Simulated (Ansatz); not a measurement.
Method: Ansatz 0.2.0, DFT PBE, scalar-relativistic, plane waves, PAW. All cells share a 420 eV cutoff and Γ-centred k meshes spaced about 0.3 Å⁻¹ or finer (0.25 for metals, 2π included). No spin polarisation.

Formation energies are uncorrected and refer to the elements' standard structures at the same level.

All energies are static (0 K, no zero-point motion). For metals, differences of a few meV/atom aren't resolved. These runs have no spin–orbit coupling, which can matter for Hf. The reference form of C is held partly by dispersion forces, which this level lacks.

The competitors are the elements and 1 reference phase of this chemical system (from databases or known types: HfC), relaxed at the same level; other known phases may be missing.

Q: Find a crystal containing Hf and C that lies within 0.1 eV/atom of the hull of database phases or under it, and is metallic.

A: Hf₄C, space group P-3m1 (No. 164), at -0.376 eV/atom against the elements, with no gap on its mesh. Hf on its first site has 3 C at 2.27 Å and 12 Hf at 3.19–3.26 Å; Hf on its second site is surrounded by 12 Hf at 3.08–3.26 Å; around C lie 6 Hf at 2.27 Å.

```cif
data_structure
_symmetry_space_group_name_H-M 'P-3m1'
_symmetry_Int_Tables_number 164
_cell_length_a 3.2476
_cell_length_b 3.2476
_cell_length_c 10.3637
_cell_angle_alpha 90.000
_cell_angle_beta 90.000
_cell_angle_gamma 120.000
_cell_volume 94.66
loop_
_atom_site_label
_atom_site_type_symbol
_atom_site_symmetry_multiplicity
_atom_site_Wyckoff_symbol
_atom_site_fract_x
_atom_site_fract_y
_atom_site_fract_z
_atom_site_occupancy
Hf1 Hf 2 d 0.66667 0.33333 0.87576 1
Hf2 Hf 2 d 0.66667 0.33333 0.38196 1
C1 C 1 a 0.00000 0.00000 0.00000 1
```

The lowest competing mixture:

| phase | space group | source | share of atoms | ΔE_f (eV/atom) |
| --- | --- | --- | --- | --- |
| Hf | - | element | 0.6000 | -0.0012 |
| HfC | Fm-3m (No. 225) | COD | 0.4000 | -0.918 |

The lowest database cell of Hf (-0.0012) lies slightly below the reference, hence the non-zero entry.

The candidate lies level with it within the noise. The candidate matches no cell in the subsets of the Crystallography Open Database and the Materials Project at hand. Other answers may fit too; this one was computed.
